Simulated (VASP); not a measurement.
InP: single point with r2SCAN

InP:

```
In P
1.0
     0.00000    2.84332    2.84332
     2.84332    0.00000    2.84332
     2.84332    2.84332    0.00000
In P
1 1
Direct
  0.00000 0.00000 0.00000
  0.50000 0.50000 0.50000
```

Measurements of this composition are mostly on another form, of space group No. 216.

The cell isn't the ideal one: functional r2SCAN, strained and moved within the space group.

```
Program             : VASP 6.6.1
Task                : single point
Functional          : r2SCAN
Potentials or basis : VASP PAW PBE potentials, release 64 (In_d, P)
Cutoff              : 520 eV
k mesh              : 12 × 12 × 12
Occupations         : gaussian, width 0.1 eV
Spin                : no spin polarisation
```

```json
{
  "Pressure": "-6.9 GPa",
  "Band gap on the k mesh": "none (metal or under the smearing width)"
}
```

Levels at points of the mesh, in eV from the Fermi level:
| k point | band 6 | band 7 | band 8 | band 9 | band 10 | band 11 | band 12 | band 13 |
| --- | --- | --- | --- | --- | --- | --- | --- | --- |
| (0.00, 0.00, 0.00) | -11.97 | -0.29 | -0.29 | -0.29 | 0.32 | 7.47 | 7.47 | 7.47 |
| (0.50, 0.00, 0.00) | -10.10 | -6.42 | 0.08 | 0.08 | 2.83 | 3.66 | 3.66 | 5.01 |
| (0.50, 0.50, 0.00) | -9.15 | -4.65 | -2.48 | -2.21 | -2.21 | 4.31 | 9.87 | 9.87 |

It took 2.1 min on 1 thread of Intel(R) Xeon(R) 6975P-C (Granite Rapids), with other jobs on the host, peak memory 0.2 GiB.

Caveat: the PAW data sets were made with another functional, which shifts forces and pressure a little.
